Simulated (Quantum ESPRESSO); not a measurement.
Runs of Quantum ESPRESSO 7.5 on CO2. It takes space group Cmce (No. 64, orthorhombic). The conventional cell has a = 5.272 Å, b = 4.775 Å, c = 6.587 Å, α = 90.00°, β = 90.00°, γ = 90.00°. O (site symmetry m) has 1 C at 1.17 Å as nearest neighbours. C (site symmetry 2/m) is surrounded by 2 O at 1.17 Å. The cell comes from a database or a generator and needn't be the stable form of this composition.

```csv
task,level,potentials or basis,k mesh,cutoff (eV),SCF threshold,form of the LDA correlation,symmetry,gap on the mesh (eV),pressure (GPa),largest force (eV/Å)
band structure,PBEsol,GBRV 1.5 PBEsol,8 × 8 × 4,612,1.2e-09 Ry,-,-,6.57,1.6,0.20
band structure,LDA,GBRV 1.5 LDA,8 × 8 × 4,612,1.2e-09 Ry,PZ81,-,6.34,-2.2,(b)
single point,PBEsol,GBRV 1.5 PBEsol,8 × 8 × 4,612,1.2e-09 Ry,-,-,6.57,1.6,0.20
band structure,r2SCAN,SG15 PBE 1.2,7 × 7 × 3,1197,1e-08 Ry,-,off,7.18,(a),0.91
```

Alike in all rows: no spin polarisation; cell as given; smearing fermi-dirac 0.05 eV.

Problem. Estimate the missing entries.

Solution. (a) -2.1; (b) 0.32.

Caveats: the potentials were made for another functional, which shifts forces and pressure (some runs).

A k mesh can miss the band edges.
